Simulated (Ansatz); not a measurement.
# TiB2 (P6/mmm) in Ansatz: notebook

One crystal, TiB2, is run at these levels: PBE; tasks: single point.

All numbers are computed with Ansatz 0.2.0; they aren't measurements. Logs are shortened: lines on timing, memory, paths and dates and some standing lists are left out, and cuts for length are marked.

## (1) Starting point

The structure is hexagonal, space group P6/mmm (No. 191). The conventional cell has a = 3.029 Å, b = 3.029 Å, c = 3.228 Å, α = 90.00°, β = 90.00°, γ = 120.00°. Ti (site symmetry 6/mmm) is surrounded by 12 B at 2.38 Å. B (site symmetry -6m2) is surrounded by 3 B at 1.75 Å.

## (2) Single point, PBE

input.yaml

```yaml
crystal:
  lattice:
    - [3.0292, 0.0, 0.0]
    - [-1.5146, 2.6233641531, 0.0]
    - [0.0, 0.0, 3.2284]
  atoms:
    - { symbol: Ti, position: [0.0, 0.0, 0.0] }
    - { symbol: B, position: [0.6666666667, 0.3333333333, 0.5] }
    - { symbol: B, position: [0.3333333333, 0.6666666667, 0.5] }
hamiltonian:
  xc: pbe
  pseudopotentials: { kind: paw }
kpoints:
  mp_grid: { grid: [10, 10, 8] }
scf:
  occupations: { method: gaussian, width: 0.017 }
output:
  forces: true
  stress: true
  eigenvalues: true
```

Potentials or basis: Ansatz PAW.

Launch:

```console
$ ansatz run input.yaml --threads 2 --pin off --max-ram 5632MiB --backend cpu --events-out ev --progress --plain --runs-dir out
```

Standard output:

```text
Warning: RAYON_NUM_THREADS=2 ignored (pool sized by the plan → 2); use --threads N
Engine: ansatz 0.2.0, x86_64-unknown-linux-gnu
Pseudopotentials: kind: paw
Pseudopotential: Ti, paw, valence charge 12, recommended cutoff 420 eV (normal), Ti.paw.azcp
Pseudopotential: B, paw, valence charge 3, recommended cutoff 420 eV (normal), B.paw.azcp
Functional definition: PBE
  parameter kappa = 0.804
  parameter beta = 0.06672455060314922
  exchange = pbe_x(kappa = kappa, mu = beta*pi^2/3)
  correlation = pbe_c(beta = beta)
Crystal: 3 atoms, lattice volume = 25.655 Å³
Basis set: ecut = 420 eV, 503 PW (Γ), exchange–correlation on 48×48×48 points (8 copies of the dense FFT grid, shifted against one another)
Bands: 13, of which v1, the nominal top of the filled ones, is band 9 counted from 1 (8 counted from 0)
Symmetry: 24 space group operations
Space group: P6/mmm (ITA 191), of the structure as read, at distance tolerance 2.9e-5 Å
k-points: 70 of 800
Non-local potential: Ti, projectors of the file, l = 0: 3, l = 1: 2, l = 2: 3, l = 3: 1
Non-local potential: B, projectors of the file, l = 0: 2, l = 1: 2, l = 2: 1
PAW form: soft (Blöchl's): semilocal exchange-correlation on the pseudo side does not see the compensation charge
PAW one-centre angular grid: Ti, 590 points (default); XC on 64 Gauss nodes
PAW one-centre angular grid: B, 110 points (default); XC on 64 Gauss nodes
Initial density: superposition of atomic densities (neutral atoms: chi_scale 0, normalization atom), corrected by the library's trained network
Initial wavefunctions: pseudopotential atomic-orbital guess
Functional: x = pbe(κ = 0.804, μ = 0.2195149727645171), c = pbe(β = 0.06672455060314922)
SCF iter   1: F=—  HF=-2814.685667 eV  |F-HF|=—  |Δ(HF+E_count)|=         —  Δρ=3.49e-3  dr2=2.35e-3  ethr=1.77e-3  ⟨swp⟩=4.5  Hψ=4305  notcnv=0
preconditioner: auto → none  [metal: Δε(μ)=0.011 eV  Ē_g=8.106 eV  σ=0.017 eV  W_gap=0.34  n_scr=8 (ndim 8)  ℏωp=23.2 eV  f_vac=0.000  D(μ)=1.95/eV (n_scr^D=20)  sad-step TF]
SCF iter   2: F=—  HF=-2814.685017 eV  |F-HF|=—  |Δ(HF+E_count)|=   6.50e-4  Δρ=1.86e-3  dr2=7.86e-4  ethr=1.31e-5  ⟨swp⟩=2.2  Hψ=1804  notcnv=0  defer=2
SCF iter   3: F=—  HF=-2814.684841 eV  |F-HF|=—  |Δ(HF+E_count)|=   1.77e-4  Δρ=1.57e-4  dr2=5.93e-6  ethr=4.37e-6  ⟨swp⟩=2.8  Hψ=1663  notcnv=0  defer=2
SCF iter   4: F=—  HF=-2814.684828 eV  |F-HF|=—  |Δ(HF+E_count)|=   1.25e-5  Δρ=4.67e-5  dr2=5.14e-7  ethr=3.30e-8  ⟨swp⟩=2.6  Hψ=1451  notcnv=0  defer=2
iter 5 did not close the SCF: its close was put off for the readings that it lacked (scf_convergence_deferred on its scf_iter line)
SCF iter   5: F=-2814.684828 eV  HF=-2814.684828 eV  |F-HF|=4.16e-10  |Δ(HF+E_count)|=   1.79e-7  Δρ=6.71e-6  dr2=8.51e-9  ethr=2.86e-9  ⟨swp⟩=2.7  Hψ=1500  notcnv=0  defer=2
SCF iter   6: F=-2814.684828 eV  HF=-2814.684828 eV  |F-HF|=6.73e-11  |Δ(HF+E_count)|=   3.44e-9  Δρ=7.74e-7  dr2=1.38e-10  ethr=4.73e-11  ⟨swp⟩=1.8  Hψ=2744  notcnv=0
SCF 1 converged in 6 iterations: F = -2814.684828 eV  dr2 = 1.38e-10
SCF converged after 6 iterations
Free energy (F): -2814.684828 eV
Harris-Foulkes:  -2814.684828 eV  (|F-HF|=6.73e-11)
Internal energy: -2814.684514 eV  (E = F + TS)
E sigma→0 (E₀):  -2814.684671 eV
Entropy (-TS):   -0.000314 eV (-0.105 meV/atom)
Fermi energy:    15.111363 eV
--- Per-component energies (eV) ---
  E_band       = -93.667187
  E_kinetic    = 376.018066
  E_local      = -787.425446  (includes V_loc(G=0)·N_el)
  E_nonlocal   = 28.806582
  E_hartree    = 333.819400
  E_xc         = -165.110441
  E_vxc        = -202.813934  (∫ρ·V_xc dr)
  E_paw        = -1204.609856  (= ΣΔE_a)
  E_vpaw       = -175.891492  (= ΣTr[D̂ρ^β])
  E_aug_tail   = 0.000100  (compensation charges beyond the density's cutoff)
  E_ewald      = -1396.182920
  E_smearing   = -0.000314  (= −TS)
  E_closure    = -0.000000  (closes the sum)
  Σ components = -2814.684828   (vs F -2814.684828, Δ=0.00e0)
--- Forces (eV/Å), atoms counted from 1 ---
  atom   1  Ti    -0.00000000    -0.00000000     0.00000000
  atom   2  B     -0.00000000     0.00000000     0.00000000
  atom   3  B      0.00000000    -0.00000000     0.00000000
  max |Σ_I F_I| component: 1.85e-17 eV/Å
--- Stress (GPa, compression-positive) ---
        0.321859       0.000000      -0.000000
        0.000000       0.321859      -0.000000
       -0.000000      -0.000000       0.268707
  P = ⅓ Tr σ = 0.3041 GPa (3.041 kbar)
--- Band table (eV; the first three rows and the last of 70) ---
  k-point 0: bands = ["-41.7546", "-18.1015", "-17.8062", "-17.8062", "1.6604", "12.5649", "12.5649", "12.8422", "13.0585", "17.0706", "17.0706", "18.8199", "18.8199"]
  k-point 1: bands = ["-41.7524", "-18.1312", "-17.8038", "-17.8038", "1.8664", "11.3159", "12.7292", "12.7292", "14.3747", "16.5949", "16.5949", "18.4663", "18.4663"]
  k-point 2: bands = ["-41.7472", "-18.2025", "-17.7981", "-17.7981", "2.4337", "9.6408", "13.2106", "13.2106", "15.5592", "15.7924", "15.7924", "17.5565", "17.5565"]
  k-point 69: bands = ["-41.6801", "-18.1966", "-18.0931", "-18.0179", "6.1110", "7.1213", "9.5243", "11.8062", "12.1125", "17.6814", "19.1075", "19.2585", "19.5469"]
```

Wall time 0.62 s (2 threads of Intel Xeon Platinum 8375C at 2.90GHz (Ice Lake), shared host); peak memory 0.37 GiB.

Results:

```yaml
Free_energy: -2814.6848 eV
Pressure: 0.3 GPa
Band_gap_on_the_k_mesh: none (metal or under the smearing width)
```

Levels at points of the mesh, in eV from the Fermi level:
| k point | band 6 | band 7 | band 8 | band 9 | band 10 | band 11 | band 12 | band 13 |
| --- | --- | --- | --- | --- | --- | --- | --- | --- |
| (0.00, 0.00, 0.00) | -2.55 | -2.55 | -2.27 | -2.05 | 1.96 | 1.96 | 3.71 | 3.71 |
| (0.00, 0.00, -0.50) | -7.55 | -0.49 | -0.49 | -0.11 | -0.11 | 0.49 | 0.49 | 1.71 |
| (0.00, -0.50, 0.00) | -9.18 | -3.21 | -3.17 | -2.21 | 1.40 | 2.80 | 3.28 | 3.42 |
| (0.00, -0.50, -0.50) | -7.49 | -4.58 | -3.77 | -3.09 | 2.55 | 2.98 | 4.53 | 4.65 |

## (3) Single point, PBE

input.yaml, as its differences from that of step 2:

```diff
@@ -15,3 +15,3 @@
 scf:
-  occupations: { method: gaussian, width: 0.017 }
+  occupations: { method: gaussian, width: 0.018 }
 output:
```

Potentials or basis: Ansatz PAW.

Launch:

```console
$ ansatz run input.yaml --threads 2 --pin off --max-ram 5632MiB --backend cpu --events-out ev --progress --plain --runs-dir out
```

Wall time 0.58 s (2 threads of Intel Xeon Platinum 8375C at 2.90GHz (Ice Lake), shared host); peak memory 0.37 GiB.

Results (log left out):

```yaml
Free_energy: -2814.6848 eV
Pressure: 0.3 GPa
Band_gap_on_the_k_mesh: none (metal or under the smearing width)
```

Levels at points of the mesh, in eV from the Fermi level:
```csv
k point,band 6,band 7,band 8,band 9,band 10,band 11,band 12,band 13
"(0.00, 0.00, 0.00)",-2.55,-2.55,-2.27,-2.05,1.96,1.96,3.71,3.71
"(0.00, 0.00, -0.50)",-7.55,-0.49,-0.49,-0.11,-0.11,0.49,0.49,1.71
"(0.00, -0.50, 0.00)",-9.18,-3.21,-3.17,-2.21,1.40,2.80,3.28,3.42
"(0.00, -0.50, -0.50)",-7.49,-4.58,-3.77,-3.09,2.55,2.98,4.53,4.65
```

## (4) Single point, PBE

input.yaml, as its differences from that of step 3:

```diff
@@ -15,3 +15,3 @@
 scf:
-  occupations: { method: gaussian, width: 0.018 }
+  occupations: { method: gaussian, width: 0.019 }
 output:
```

Launch:

```console
$ ansatz run input.yaml --threads 2 --pin off --max-ram 5632MiB --backend cpu --events-out ev --progress --plain --runs-dir out
```

It took 0.59 s on 2 threads of Intel Xeon Platinum 8375C at 2.90GHz (Ice Lake), shared host; peak memory 0.36 GiB.

It converged, with:

| Property | Result |
| --- | --- |
| Free energy | -2814.6849 eV |
| Pressure | 0.3 GPa |
| Band gap on the k mesh | none (metal or under the smearing width) |

Levels at points of the mesh, in eV from the Fermi level:
| k point | band 5 | band 6 | band 7 | band 8 | band 9 | band 10 | band 11 | band 12 | band 13 |
| --- | --- | --- | --- | --- | --- | --- | --- | --- | --- |
| (0.00, 0.00, 0.00) | -13.45 | -2.55 | -2.55 | -2.27 | -2.05 | 1.96 | 1.96 | 3.71 | 3.71 |
| (0.00, 0.00, -0.50) | -11.52 | -7.55 | -0.49 | -0.49 | -0.11 | -0.11 | 0.49 | 0.49 | 1.71 |
| (0.00, -0.50, 0.00) | -9.31 | -9.18 | -3.21 | -3.17 | -2.21 | 1.40 | 2.80 | 3.28 | 3.42 |
| (0.00, -0.50, -0.50) | -9.69 | -7.49 | -4.58 | -3.77 | -3.09 | 2.55 | 2.98 | 4.53 | 4.65 |

## (5) Single point, PBE

input.yaml, as its differences from that of step 4:

```diff
@@ -15,3 +15,3 @@
 scf:
-  occupations: { method: gaussian, width: 0.019 }
+  occupations: { method: gaussian, width: 0.02 }
 output:
```

Launch:

```console
$ ansatz run input.yaml --threads 2 --pin off --max-ram 5632MiB --backend cpu --events-out ev --progress --plain --runs-dir out
```

Wall time 0.58 s (2 threads of Intel Xeon Platinum 8375C at 2.90GHz (Ice Lake), shared host); peak memory 0.37 GiB.

The run converged. Its results:

| Quantity | Value |
| --- | --- |
| Free energy | -2814.6849 eV |
| Pressure | 0.3 GPa |
| Band gap on the k mesh | none (metal or under the smearing width) |

Levels at points of the mesh, in eV from the Fermi level:
```
             k point  band 7  band 8  band 9  band 10  band 11  band 12
  (0.00, 0.00, 0.00)   -2.55   -2.27   -2.05     1.96     1.96     3.71
 (0.00, 0.00, -0.50)   -0.49   -0.49   -0.11    -0.11     0.49     0.49
 (0.00, -0.50, 0.00)   -3.21   -3.16   -2.21     1.40     2.80     3.28
(0.00, -0.50, -0.50)   -4.58   -3.77   -3.09     2.55     2.98     4.53
```

## (6) Summary

```csv
smearing,gap on the mesh (eV),pressure (GPa)
gaussian 0.017 eV,none,0.3
gaussian 0.018 eV,none,0.3
gaussian 0.019 eV,none,0.3
gaussian 0.02 eV,none,0.3
```

Alike in all rows: task single point; level PBE; potentials or basis Ansatz PAW; no spin polarisation; cell as given; k mesh 10 × 10 × 8; cutoff (eV) 420.

Every run on the cell as given and a fine mesh finds a metal.

Total energies depend on the potentials used, so only differences within one code and one set of settings carry meaning.
